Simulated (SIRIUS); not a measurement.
**GaP: band structure with LDA**

GaP:

```xyz
4
Lattice="1.9430 1.1218 6.4308 -1.9430 1.1218 6.4308 0.0000 -2.2436 6.4308" Properties=species:S:1:pos:R:3 pbc="T T T"
Ga    0.0000    0.0000   10.8930
Ga    0.0000    0.0000    8.3994
P     0.0000    0.0000   18.1853
P     0.0000    0.0000    1.1072
```

Measurements of this composition are mostly on another form, of space group No. 216.

* Program: SIRIUS 7.12.0
* Task: band structure
* Functional: LDA
* Potentials or basis: all-electron FP-LAPW
* Cutoff: 208 eV
* Basis: apw+lo standard
* k mesh: 8 × 8 × 8
* Occupations: fermi-dirac, width 0.05 eV
* Spin: no spin polarisation
* Muffin tin radii: Ga 2.15, P 2.06 bohr
* Basis cutoff (gk_cutoff): 3.91 1/bohr
* Cutoff of density and potential (pw_cutoff): 20 1/bohr
* lmax of the basis: 10
* lmax of density and potential: 8
* Valence relativity: iora
* Core states: Ga 1s2s2p, P 1s
* Local orbitals (radial functions): Ga 13, P 12
* Reference energy of the basis: 0.19 Ha
* Smallest sphere radius times basis cutoff: 8.05
* Start of the SCF: LDA density

```yaml
Largest_force: 0.126 eV/Å
Band_gap_on_the_k_mesh: 0.71 eV, indirect (least direct gap 0.96 eV)
Band_gap_along_the_path: 0.96 eV, direct
All_electrons_inside_the_program's_atomic_spheres: Ga 29.19; P 12.95 (radii Ga 2.15, P 2.06 bohr)
```

Forces on the atoms (eV/Å):
```
Ga   0.000  0.000 -0.052
Ga   0.000  0.000  0.052
P    0.000  0.000 -0.126
P    0.000  0.000  0.126
```

Levels at the corners of the path, in eV from the valence-band top:
```tsv
point	band 31	band 32	band 33	band 34	band 35	band 36	band 37	band 38
Γ	-1.79	-0.29	0.00	0.00	0.96	1.30	2.68	3.58
L	-4.48	-2.83	-2.73	-1.75	1.49	2.60	3.52	4.37
B1	-4.11	-4.08	-3.44	-1.15	1.69	2.28	4.85	5.08
```

Run time: 8.2 min on 1 thread of Arm Neoverse V2 (shared host), peak memory 1.2 GiB.

Expect the measured gap to be larger: semilocal functionals such as LDA lack the derivative discontinuity.
